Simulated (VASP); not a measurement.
Write the native input for VASP 6.6.1 that does the following.

- Task: relaxation of cell and atoms
- Functional: PBE
- Potentials or basis: VASP PAW PBE potentials, release 64 (Sb)
- Cutoff: 600 eV
- k mesh: 10 × 10 × 10
- Occupations: methfessel-paxton, width 0.1 eV
- Spin: no spin polarisation
- Target pressure: 6.4 GPa
- Further INCAR settings: ALGO = Normal; EDIFF = 1e-06; IBRION = 2; EDIFFG = -0.01; NSW = 90; ISIF = 3
- Target pressure: 6.4 GPa

The structure of Sb lies in POSCAR:

```
Sb
1.0
    2.1542000000      1.2437279499      3.7580000000
   -2.1542000000      1.2437279499      3.7580000000
    0.0000000000     -2.4874558998      3.7580000000
Sb
2
Direct
    0.2334900000      0.2334900000      0.2334900000
    0.7665100000      0.7665100000      0.7665100000
```

These files were run (other wordings do the same):

INCAR

```
SYSTEM = Sb
PREC     = Accurate       ! precision mode
ENCUT    = 600            ! plane-wave cutoff, eV
EDIFF    = 1E-6           ! SCF threshold, eV
ISMEAR   = 1              ! smearing method
SIGMA    = 0.1            ! smearing width, eV
LREAL    = .False.        ! projectors in reciprocal space
LASPH    = .True.         ! aspherical terms in the spheres
NELM     = 80             ! most SCF steps
ALGO     = Normal         ! electronic algorithm
ISIF     = 3              ! what is computed and relaxed
LWAVE    = .False.        ! write WAVECAR
LCHARG   = .False.        ! write CHGCAR
GGA      = PE             ! functional
IBRION   = 2              ! ionic algorithm
NSW      = 90             ! ionic steps
EDIFFG   = -0.01          ! ionic threshold
PSTRESS  = 64.0
```

KPOINTS

```
Automatic mesh
0
Gamma
  10 10 10
  0 0 0
```

Potentials or basis: VASP PAW PBE potentials, release 64 (Sb).

Command:

```sh
$ cat potpaw_PBE.64/Sb/POTCAR > POTCAR
$ mpirun -np 1 vasp_std > vasp.out
```

It gave:

| Item | Value |
| --- | --- |
| Relaxed volume | 27.93 Å³/atom |
| Relaxed cell | a = 4.318 Å, b = 4.318 Å, c = 4.318 Å, α = 59.17°, β = 59.17°, γ = 59.17° |
| Space group after relaxing (to 0.05 Å) | R-3m (No. 166) |
| Energy change on relaxing (the enthalpy is what falls) | +54.2 meV/atom |
| Ionic steps | 13 |
| Pressure after relaxing | 6.4 GPa |
| Largest force after relaxing | 0.008 eV/Å |
| Band gap on the k mesh | none (metal or under the smearing width) |

Caveat: the cell is relaxed towards a set pressure, so the enthalpy falls and the energy may rise.

It took 3.4 min on 1 thread of AMD EPYC 9R45 (Zen 5) (shared host), peak memory 0.22 GiB.
